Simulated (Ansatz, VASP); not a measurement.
## Two plane-wave programs on C

The input INCAR:

```
SYSTEM = C
ALGO = Normal
EDIFF = 1E-7
EDIFFG = -0.04
ENCUT = 600
GGA = PE
IBRION = 2
ISIF = 3
ISMEAR = 0
LASPH = .TRUE.
LCHARG = .FALSE.
LREAL = .FALSE.
LWAVE = .FALSE.
NELM = 60
NSW = 90
PREC = Accurate
SIGMA = 0.1
```

The input KPOINTS:

```
k-points
0
G
  12 12 2
  0 0 0
```

The input POSCAR:

```
C
1.0
    2.3839873400      0.0000000000      0.0000000000
   -1.1919936700      2.0645936000      0.0000000000
    0.0000000000      0.0000000000      8.4811834400
C
9
Direct
    0.5000000000      0.5000000000      0.0597290300
    0.5000000000      0.0000000000      0.7263957000
    0.0000000000      0.5000000000      0.3930623700
    0.5000000000      0.5000000000      0.6069376300
    0.5000000000      0.0000000000      0.2736043000
    0.0000000000      0.5000000000      0.9402709700
    0.0000000000      0.0000000000      0.5000000000
    0.0000000000      0.0000000000      0.1666666700
    0.0000000000      0.0000000000      0.8333333300
```

Input for Ansatz:

```yaml
crystal:
  lattice:
    - [2.38398734, 0.0, 0.0]
    - [-1.19199367, 2.0645936, 0.0]
    - [0.0, 0.0, 8.48118344]
  atoms:
    - { symbol: C, position: [0.5, 0.5, 0.05972903] }
    - { symbol: C, position: [0.5, 0.0, 0.7263957] }
    - { symbol: C, position: [0.0, 0.5, 0.39306237] }
    - { symbol: C, position: [0.5, 0.5, 0.60693763] }
    - { symbol: C, position: [0.5, 0.0, 0.2736043] }
    - { symbol: C, position: [0.0, 0.5, 0.94027097] }
    - { symbol: C, position: [0.0, 0.0, 0.5] }
    - { symbol: C, position: [0.0, 0.0, 0.16666667] }
    - { symbol: C, position: [0.0, 0.0, 0.83333333] }
basis:
  ecutwfc: 420
kpoints:
  mp_grid: { grid: [12, 12, 2] }
hamiltonian:
  xc: pbe
scf:
  occupations: { method: gaussian, width: 0.1 }
  lower_state_search: "off"
output:
  forces: true
  stress: true
  eigenvalues: true
relax:
  adjacent_minimum: "off"
  f_tol: 0.04
  max_steps: 70
  cell: { stress_tol: 0.4 }
```

Alike in both runs: task relaxation of cell and atoms; functional PBE; k mesh 12 × 12 × 2; occupations gaussian, width 0.1 eV; no spin polarisation.

|  | VASP | Ansatz |
| --- | --- | --- |
| version | VASP 6.6.1 | Ansatz 0.2.0 |
| potentials or method | VASP PAW PBE potentials, release 64 (C) | scalar-relativistic, plane waves, PAW |
| plane-wave cutoff (eV) | 600 | 420 |
| valence electrons in the cell | 36 | 36 |

|  | VASP | Ansatz | Ansatz less VASP |
| --- | --- | --- | --- |
| gap on the k mesh at the Fermi level, each at its own relaxed structure (eV) | 1.35 | 1.36 | +0.011 |
| relaxed volume (Å³/atom) | 5.62 | 5.61 | -0.009 |
| relaxed cell length with the largest relative difference (Å) | 2.599 | 2.597 | -0.0017 |
| energy change over the relaxation (meV/atom) | -378 | -375 | +3.0 |

Caveats: the volume moved by over 15 % at a fixed basis, so the end points are rough (VASP).
